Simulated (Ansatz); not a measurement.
CdS, space group F-43m: an all-electron equation of state, run with Ansatz 0.2.0, Python API.

Script `run_eos_lapw.py`:
```python
'''E(V) of CdS on LAPW.'''

import ansatz as az
from ase.eos import EquationOfState
from ase.units import GPa
import numpy as np

VECTORS = np.array([
    [0.0, 2.9165, 2.9165],
    [2.9165, 0.0, 2.9165],
    [2.9165, 2.9165, 0.0],
])
SITES = [
    ('Cd', (0.0, 0.0, 0.0)),
    ('S', (0.25, 0.25, 0.25)),
]


def on_lattice(cell):
    crystal = az.Crystal(lattice=az.Lattice.of(cell))
    for symbol, position in SITES:
        crystal = crystal.atom(symbol, position)
    return crystal

volumes, energies = [], []
for scale in np.linspace(0.94, 1.06, 7):
    cell = VECTORS * scale ** (1 / 3)
    job = on_lattice(cell).calculation()
    job = job.functional('pbesol')
    job = job.occupations('fermi_dirac', width=0.02)
    job = job.scf(tolerance=1e-09)
    job = job.kpoints(6, 6, 6)
    job = job.pseudopotentials('all_electron', lapw=True)
    rep = job.run().report
    volumes.append(abs(np.linalg.det(cell)) / len(SITES))
    energies.append(rep['free_energy_ev'] / len(SITES))
    print(f'{scale:.3f} {volumes[-1]:9.4f} A^3/atom {energies[-1]:16.5f} eV/atom  (estimated basis error {1000 * rep["lapw_basis_errors"]["total_ev_per_atom"]:.2f} meV/atom)')
v0, e0, bulk = EquationOfState(volumes, energies, eos='birchmurnaghan').fit()
print(f'V0 = {v0:.4f} A^3/atom, B0 = {bulk / GPa:.1f} GPa')
```

From its runs, with one value withheld:

| V (Å³/atom) | F less the lowest row shown (meV/atom) |
| --- | --- |
| 23.319 | ? |
| 23.815 | 6.59 |
| 24.312 | 1.20 |
| 24.808 | 0.00 |
| 25.304 | 2.53 |
| 25.800 | 8.42 |
| 26.296 | 17.27 |

What is the missing energy at 23.319 Å³ an atom?

A third-order Birch-Murnaghan fit, E = E0 + (9 V0 B0 / 16) [(t - 1)³ B' + (t - 1)² (6 - 4t)] with t = (V0/V)^(2/3), through the 6 rows shown gives V0 = 24.711 Å³, B0 = 61.4 GPa, B' = 4.62 and E0 = -0.07 meV. At V = 23.319 Å³, t = 1.03940, and the fit extrapolates to 16.67 meV. The run gave 16.66 meV, a miss of 0.01 meV.

The starting cell is as deposited in a crystallographic database; the results hold for this polymorph, which needn't be the stable one. The whole script took 23 s on 1 thread of AMD EPYC 9R45 96-Core Processor (Zen 5), on a shared host, peak memory 0.38 GiB.
